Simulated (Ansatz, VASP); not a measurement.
## One calculation of AlRu, two programs

```
Al Ru
1.0
     4.93225   -0.01163    0.23009
     0.01014    4.22374    0.01072
     0.22081   -0.01309    5.42323
Al Ru
4 4
Direct
  0.96710 0.30291 0.21699
  0.02563 0.30283 0.70109
  0.29466 0.80289 0.19620
  0.51355 0.30294 0.89236
  0.79366 0.80307 0.99394
  0.47641 0.30282 0.38293
  0.31361 0.80285 0.70520
  0.81135 0.80271 0.49250
```

Alike in both runs: functional PBE; k mesh 3 × 3 × 3; occupations gaussian, width 0.1 eV; no spin polarisation.

Ansatz relaxed the structure, and its values are those at the end. VASP's run is a single point on that final structure, the one shown.

|  | VASP | Ansatz |
| --- | --- | --- |
| version | VASP 6.6.1 | Ansatz 0.2.0 |
| potentials or method | VASP PAW PBE potentials, release 64 (Al, Ru_pv) | scalar-relativistic, plane waves, PAW |
| plane-wave cutoff (eV) | 520 | 420 |
| valence electrons in the cell | 68 | 76 |

|  | VASP | Ansatz | Ansatz less VASP |
| --- | --- | --- | --- |
| gap on the k mesh at the Fermi level (eV) | none | none | - |
| rms of the force components (eV/Å) | 0.010 | 0.009 | -0.0006 |

A gap of «none» marks a metal or a gap that the smearing closes. The two sets of potentials don't hold the same shells in valence.

Caveats: the k mesh is coarse (spacing up to 0.50 Å⁻¹), so the values aren't converged.
